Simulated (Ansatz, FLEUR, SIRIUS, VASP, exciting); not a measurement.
CdS: programs and potentials compared

```
Cd S
1.0
     4.15000    0.00000    0.00000
    -2.07500    3.59401    0.00000
     0.00000    0.00000    6.73700
Cd S
2 2
Cartesian
  2.0750 1.1980 3.3685
  0.0000 2.3960 0.0000
  2.0750 1.1980 5.8949
  0.0000 2.3960 2.5264
```

Alike in all runs: task band structure; functional PBE; k mesh 7 × 7 × 4; occupations fermi-dirac, width 0.05 eV; no spin polarisation; no spin-orbit coupling. Pressure is positive in compression and, in plane waves, holds the error of the finite cutoff, which Ansatz's Pulay term estimates and takes out. Gaps are the smaller of the mesh's and the band path's.

| program and potentials | plane-wave cutoff (eV) | notes | band gap (eV) | pressure (GPa) | largest force (eV/Å) |
| --- | --- | --- | --- | --- | --- |
| Ansatz, Ansatz PAW | 420 | 13 valence electrons an atom on average; Pulay term of +0.04 GPa included | 1.20 | 2.07 | 0.068 |
| exciting, all-electron LAPW+lo, shipped species files, valence relativity iora* | - | - | 1.19 | - | - |
| VASP, PBE PAW files Cd, S, release 54, 520 eV | 520 | 9 valence electrons an atom on average | 1.20 | 2.41 | 0.069 |
| VASP, PBE PAW files Cd, S, release 54, 500 eV | 500 | 9 valence electrons an atom on average | 1.20 | 2.41 | 0.069 |
| SIRIUS, all-electron FP-LAPW (ZORA valence), apw+lo standard | - | - | 1.19 | - | 0.070 |
| FLEUR, all-electron, FLAPW | - | - | 1.20 | - | - |
| Ansatz, PseudoDojo stringent (PBE files) | 1633 | 13 valence electrons an atom on average; Pulay term of +0.06 GPa included | 1.20 | 2.09 | 0.068 |
| Ansatz, PseudoDojo standard (PBE files) | 1388 | 13 valence electrons an atom on average; Pulay term of +0.04 GPa included | 1.20 | 2.12 | 0.068 |
| SIRIUS, all-electron FP-LAPW (Koelling-Harmon valence), apw+lo standard | - | - | 1.19 | - | 0.070 |
| VASP, PBE PAW files Cd, S_h, 900 eV | 900 | 9 valence electrons an atom on average | 1.20 | 2.45 | 0.070 |

Force on atom 1 (Cd), eV/Å:

| program and potentials | x | y | z |
| --- | --- | --- | --- |
| Ansatz, Ansatz PAW | 0.000 | 0.000 | -0.068 |
| VASP, PBE PAW files Cd, S, release 54, 520 eV | 0.000 | 0.000 | -0.069 |
| VASP, PBE PAW files Cd, S, release 54, 500 eV | 0.000 | 0.000 | -0.069 |
| SIRIUS, all-electron FP-LAPW (ZORA valence), apw+lo standard | 0.000 | 0.000 | -0.070 |
| Ansatz, PseudoDojo stringent (PBE files) | 0.000 | 0.000 | -0.068 |
| Ansatz, PseudoDojo standard (PBE files) | 0.000 | 0.000 | -0.068 |
| SIRIUS, all-electron FP-LAPW (Koelling-Harmon valence), apw+lo standard | 0.000 | 0.000 | -0.070 |
| VASP, PBE PAW files Cd, S_h, 900 eV | 0.000 | 0.000 | -0.070 |

The band gap spans 1.19 (SIRIUS, all-electron FP-LAPW (ZORA valence), apw+lo standard) to 1.20 eV (VASP, PBE PAW files Cd, S, release 54, 500 eV), with all-electron results at 1.19 to 1.20. The pressure spans 2.07 (Ansatz, Ansatz PAW) to 2.45 GPa (VASP, PBE PAW files Cd, S_h, 900 eV).

The functional is the same throughout but for its coding, so the spread measures potentials, basis and numerics; runs on potential files found faulty are left out.
